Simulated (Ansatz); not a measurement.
# Relaxing random alloy of the diamond Si-Ge line, x = 0.75 (64 atoms), part 2 of 2

How does random alloy of the diamond Si-Ge line, x = 0.75 (64 atoms) relax, and what do bonds, charges and levels look like afterwards?

Ansatz 0.2.0; Kohn-Sham DFT, PBE, PAW (set soft_2), plane waves.

The cell: 16 Si and 48 Ge. The host structure and its lattice constant were typed by rule, without a check against the phase diagram. Only the Γ point is sampled in the main run, in a cell whose shortest periodic width is 11 Å.

So far. Step 3 (Cell and atoms relaxed): The relaxation changed the energy by -13.2 meV/atom, and atoms moved by 0.053 Å r.m.s., 0.11 Å at most. Step 6 (K-mesh 2×2×2): Forces differ from those of the single point at the relaxed geometry by 16 meV/Å r.m.s.; the energy by -125 meV/atom and the pressure by -0.14 GPa. It took roughly 11 times the reference's time (one timing each, with unlike analyses asked), in 9 cycles against 8.

## (7) Functional HSE06

HSE06 mixes in a quarter of exact exchange at short range, which counters self-interaction, at a higher cost.

This step: Kohn-Sham DFT, HSE06, PAW (set soft_2), plane waves (Ansatz 0.2.0).

Input file input.yaml:

```yaml
crystal:
  lattice:
    - [11.35936, 0.00117, 0.00175]
    - [0.00117, 11.3593, -0.0006]
    - [0.00175, -0.0006, 11.35992]
  atoms:
    [... the 64 atom lines of step 5 ...]
kpoints:
  mp_grid: { grid: [1, 1, 1] }
hamiltonian:
  xc: hse06
scf:
  occupations: { method: fermi_dirac, width: 0.025 }
output:
  forces: true
  stress: true
  populations: true
  dos:
    method: { smearing: { sigma: 0.08 } }
    de: 0.05
    projected: { site_lists: { Ge: [Ge], Si: [Si] } }
  eigenvalues: true
```

On the command line:

```sh
ansatz run input.yaml --threads 4 --pin off --max-ram 8192MiB --backend cpu --events-out ev --progress --plain --runs-dir out
```

Elapsed: 9.4 min, on 4 threads of Arm Neoverse V1, shared host; peak memory 4.8 GiB.

The program notes that the gap was narrow in the semilocal warm-up, the exchange threshold is loose for the stress and the SCF threshold is loose for the stress.

Geometry and reference: those of the single point at the relaxed geometry.

Forces differ from those of the single point at the relaxed geometry by 31 meV/Å r.m.s.; the pressure by -2.3 GPa and the gap by +0.70 eV. It took roughly 19 times the reference's time (one timing each, with unlike analyses asked), in 27 cycles against 8.

Numbers from this run:

- free energy: -216373.3305 eV
- free energy per atom: -3380.8333 eV/atom
- SCF cycles: 27
- pressure: -2.252 GPa
- r.m.s. force component: 0.0313 eV/Å
- longest force: 0.09481 eV/Å
- Fermi energy: 7.697 eV
- gap (highest filled to lowest empty level): 0.9261 eV
- spilling of the projection: 0.00217

Length of the force by element and coordination:

```csv
element,coordination,atoms,mean length of the force (eV/Å),spread,least,most
Ge,all,48,0.0485,0.0269,0.0063,0.0948
Si,all,16,0.0424,0.0268,0.0051,0.083
```

Löwdin charges by element and coordination (they lack the spilled electrons, 0.025 e an atom on average):

```csv
element,coordination,atoms,mean charge (e),spread,least,most
Ge,all,48,0.0046,0.0162,-0.0402,0.0275
Si,all,16,0.086,0.0158,0.0536,0.105
```

Charge against the make-up of the first shell:

```csv
Si neighbours of Si,atoms,mean charge (e)
0,6,0.102
1,5,0.087
2,4,0.068
3,1,0.054
```

States in the cell by windows of 1 eV, zero at the Fermi level; the larger projections on atomic orbitals stand beside the total:

```csv
from (eV),to (eV),total,Ge p,Si p,Ge s,Si s
-14,-13,1.8,0.1,0.0,1.3,0.3
-13,-12,17.5,3.4,1.1,11.0,2.0
-12,-11,25.8,5.0,1.7,14.1,5.0
-11,-10,0.1,0.0,0.0,0.0,0.0
-10,-9,35.9,9.3,3.4,17.6,5.4
-9,-8,8.0,3.9,1.3,1.9,0.8
-8,-7,19.9,6.9,2.7,8.0,2.2
-7,-6,4.1,1.7,0.4,0.8,1.1
-6,-5,9.9,3.0,1.6,3.9,1.3
-5,-4,50.1,35.2,12.1,1.6,0.8
-4,-3,12.0,8.8,3.1,0.0,0.0
-3,-2,36.0,25.3,10.3,0.0,0.0
-2,-1,28.0,23.3,4.6,0.0,0.0
-1,0,6.0,4.8,1.1,0.0,0.0
0,1,20.1,5.9,2.9,7.6,2.0
1,2,13.9,7.1,2.3,2.5,1.1
2,3,31.8,16.4,5.7,5.4,1.7
3,4,24.1,11.6,3.9,2.3,0.9
```

Between -26 and -14 eV lie 1 more states.

The levels nearest the highest filled one (over half full), pooled over k-points and spins:

```csv
level less the highest filled one (eV),occupation
-1.33,2
-1.32,2
-1.28,2
-0.0092,2
-0.0055,2
0,2
0.926,0
0.981,0
1.01,0
1.12,0
1.23,0
1.29,0
```

## (8) Functional r2SCAN (500 eV)

The meta-GGA r2SCAN uses the kinetic energy density as well as the density and its gradient. Besides, the cutoff goes from 420 to 500 eV.

This step: Kohn-Sham DFT, r2SCAN, PAW (set soft_2), plane waves (Ansatz 0.2.0).

Edit input.yaml of step 7 so:

```diff
@@ -10,3 +10,3 @@
 hamiltonian:
-  xc: hse06
+  xc: r2scan
 scf:
```

Run time: 72 s. Hardware: 4 threads; peak memory 4.4 GiB.

Geometry and reference: those of the single point at the relaxed geometry.

Forces differ from those of the single point at the relaxed geometry by 31 meV/Å r.m.s.; the pressure by -2.6 GPa and the gap by +0.27 eV. It took roughly 2.4 times the reference's time (one timing each, with unlike analyses asked), in 9 cycles against 8.

## (9) Functional PBEsol

PBEsol restores the gradient expansion of exchange for slowly varying densities and usually gives shorter bonds in solids than PBE.

This step: Kohn-Sham DFT, PBEsol, PAW (set soft_2), plane waves (Ansatz 0.2.0).

Edit input.yaml of step 8 so:

```diff
@@ -10,3 +10,3 @@
 hamiltonian:
-  xc: r2scan
+  xc: pbesol
 scf:
```

The job ended after 27 s (4 threads; peak memory 2 GiB; 1.7 min of CPU time).

Geometry and reference: those of the single point at the relaxed geometry.

Forces differ from those of the single point at the relaxed geometry by 18 meV/Å r.m.s.; the pressure by -2.5 GPa and the gap by -0.067 eV.

## (10) Cost against change

Each row is set against the single point at the relaxed geometry (Kohn-Sham DFT, PBE, PAW (set soft_2), plane waves; r.m.s. force component 9.3e-4 eV/Å). Energies are set beside the reference only for runs with its functional, potentials and electron count. Times are for 4 threads of Arm Neoverse V1, shared host. The reference's time includes grids, which some other runs skip.

```csv
run,"Δ force, r.m.s. (meV/Å)",Δ energy (meV/atom),Δ pressure (GPa),Δ gap (eV),cycles,time,host memory (GiB)
reference,-,-,-,-,8,30 s,2.0
k-mesh 2×2×2,16.3,-125,-0.140,0.0036,9,5.6 min,5.9
functional HSE06,31.3,-,-2.25,0.698,27,9.4 min,4.8
functional r2SCAN (500 eV),31.3,-,-2.56,0.274,9,72 s,4.4
functional PBEsol,18.4,-,-2.54,-0.0671,7,27 s,2.0
```

## (11) Summary of results

```json
{
  "energy change in the relaxation": "-13.24 meV/atom",
  "r.m.s. displacement": "0.053 Å",
  "largest displacement": "0.11 Å",
  "free energy per atom": "-3380.0451 eV/atom",
  "density": "4.458 g/cm³",
  "pressure": "0.0005235 GPa",
  "r.m.s. force component": "0.00093 eV/Å",
  "gap (highest filled to lowest empty level)": "0.2285 eV",
  "wall time of the 7 DFT runs": "19 min"
}
```

In words: Relaxation lowers the energy by 13.2 meV/atom and moves atoms by 0.053 Å r.m.s.; the r.m.s. force component goes from 0.33 to 9.3e-4 eV/Å. Displacements are taken in the final cell, so they leave out its strain. By the final cutoffs no bond was broken or made. The cell shrank by 0.4 % in volume. First to last step the energy falls by 0.847 eV, across changes of basis; the largest move, 0.11 Å, is that of Si42. The Si-Si bonds change most in mean length: from 2.464 Å (spread 0.029) to 2.402 Å (spread 0.008). With the cutoffs above, all Ge atoms have 4 and all Si atoms have 4 bonded neighbours. Between filled and empty levels lie 0.229 eV (at Γ alone); a semilocal functional tends to put such gaps too low.

Among the changes of functional, dispersion, potentials or spin, functional r2SCAN (500 eV) moves the forces most, by 31 meV/Å r.m.s. The gap changes by +0.70 eV with HSE06.

[Long decimals in the printed logs are rounded to 6 places.]

[Logs are printed without paths, hosts, clocks, repeated set-up lines and the standing remarks that a program may print on its own settings, such as how far it seeks lower states.]

[Hosts, paths, dates, database ids (printed as entryN), source tags and the programs' standing remarks are cut or masked in the printed files.]

[A walk said to have stopped at its limit may instead have ended on an SCF cycle that didn't converge.]
